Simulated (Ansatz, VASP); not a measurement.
**One calculation of Pt3S, two programs**

```
Pt S
1.0
     3.97323    0.00000    0.00000
     0.00000    3.97323    0.00000
     0.00000    0.00000    3.97323
Pt S
3 1
Direct
  0.00000 0.50000 0.50000
  0.50000 0.00000 0.50000
  0.50000 0.50000 0.00000
  0.00000 0.00000 0.00000
```

Alike in both runs: task relaxation of cell and atoms; functional PBE; k mesh 12 × 12 × 12; occupations gaussian, width 0.1 eV; no spin polarisation.

|  | VASP | Ansatz |
| --- | --- | --- |
| version | VASP 6.6.1 | Ansatz 0.2.0 |
| potentials or method | VASP PAW PBE potentials, release 64 (Pt, S) | scalar-relativistic, plane waves, PAW |
| plane-wave cutoff (eV) | 600 | 420 |
| valence electrons in the cell | 36 | 60 |

|  | VASP | Ansatz | Ansatz less VASP |
| --- | --- | --- | --- |
| gap on the k mesh at the Fermi level, each at its own relaxed structure (eV) | none | none | - |
| relaxed volume (Å³/atom) | 15.71 | 15.73 | +0.022 |
| relaxed cell length with the largest relative difference (Å) | 3.975 | 3.977 | +0.0019 |

A gap of «none» marks a metal or a gap that the smearing closes. The two sets of potentials don't hold the same shells in valence.

Spin-orbit coupling is left out, which matters for the levels of Pt.
